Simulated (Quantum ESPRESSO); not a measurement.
SnSe in Quantum ESPRESSO: the effect of functional

The system is SnSe.

```
Sn Se
1.0
     0.00000    3.01000    3.01000
     3.01000    0.00000    3.01000
     3.01000    3.01000    0.00000
Sn Se
1 1
Direct
  0.00000 0.00000 0.00000
  0.50000 0.50000 0.50000
```

Measurements of this composition are mostly on another form, of space group No. 62.

Alike in all runs:

```yaml
Program: Quantum ESPRESSO 7.5
Task: band structure
Potentials_or_basis: SG15 PBE 1.2
Cutoff: 952 eV
Density_cutoff: 3810 eV
k_mesh: 8 × 8 × 8
Occupations: fermi-dirac, width 0.05 eV
Spin: no spin polarisation
```

```csv
functional,dispersion,pressure (GPa)
LDA,-,-3.3
PBEsol,-,-1.8
PBE,-,?
RPBE,-,2.7
AM05,-,-1.3
HLE16,-,-5.3
revPBE,-,2.2
rPW86PBE,rVV10,1.9
```

Q: What does the run with functional PBE give?

A: Pressure 0.9 GPa.

Caveats: the potentials were made for another functional, which shifts forces and pressure (some runs); the potentials were made for a functional far from this one (some runs).
